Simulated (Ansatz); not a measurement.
A run of Ansatz 0.2.0 is set up as follows.

The input input.yaml:

```yaml
crystal:
  lattice:
    - [-1.572281, 1.572281, 1.572281]
    - [1.572281, -1.572281, 1.572281]
    - [1.572281, 1.572281, -1.572281]
  atoms:
    - { symbol: Pd, position: [0.0, 0.0, 0.0] }
hamiltonian:
  xc: pbesol
  pseudopotentials: { kind: paw }
kpoints:
  mp_grid: { grid: [12, 12, 12] }
scf:
  occupations: { method: fermi_dirac, width: 0.05 }
output:
  forces: true
  stress: true
  eigenvalues: true
relax:
  f_tol: 0.01
  max_steps: 40
  cell: { stress_tol: 0.05 }
```

Potentials or basis: Ansatz PAW.

Launch:

```bash
$ ansatz run input.yaml --threads 2 --pin off --max-ram 5632MiB --backend cpu --events-out ev --progress --plain --runs-dir out
```

Question: Predict the relaxed volume.

Answer: 14.66 Å³/atom.

Question: Predict the band gap on the k mesh.

Answer: None (metal or under the smearing width).

The path:
```
step  energy change (eV)  largest force (eV/Å)  volume (Å³)
   1              0.0000                0.0000        15.55
   2             -0.0041                0.0000        13.92
   3             -0.0293                0.0000        14.76
   4             -0.0298                0.0000        14.66
   5             -0.0295                0.0000        14.66
```

Caveat: the plane-wave basis is chosen anew once the cell has moved, so the energies of steps on either side of that aren't comparable; the PAW data sets come from PBE, with cores solved anew for the run's functional, which leaves a small shift of forces and pressure.
